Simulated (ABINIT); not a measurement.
**GaN in ABINIT: the effect of functional**

The system is GaN.

```xyz
2
Lattice="0.0000 2.1352 2.1352 2.1352 0.0000 2.1352 2.1352 2.1352 0.0000" Properties=species:S:1:pos:R:3 pbc="T T T"
Ga    0.0000    0.0000    0.0000
N     2.1352    2.1352    2.1352
```

Measurements of this composition are mostly on another form, of space group No. 186.

Alike in all runs:

* Program: ABINIT 10.8.3 (patched build)
* Task: band structure
* k mesh: 11 × 11 × 11
* Occupations: fermi-dirac, width 0.05 eV
* Spin: no spin polarisation

| functional | potentials or basis | cutoff | gap on the mesh (eV) | pressure (GPa) |
| --- | --- | --- | --- | --- |
| LDA | JTH PAW LDA v2.0 | 707 eV | ? | ? |
| PBEsol | JTH PAW PBE v2.0 | 707 eV | 0.46 | -7.2 |
| r2SCAN | JTH PAW PBE v2.0 | 844 eV | 1.03 | -5.6 |

**Question.** What does the run with functional LDA give?

**Answer.** gap on the mesh 0.33 eV; pressure -13.5 GPa.

Caveats: the mesh misses the band edges, which the band path finds closer together; the PAW data sets were made with another functional, which shifts forces and pressure a little (some runs).
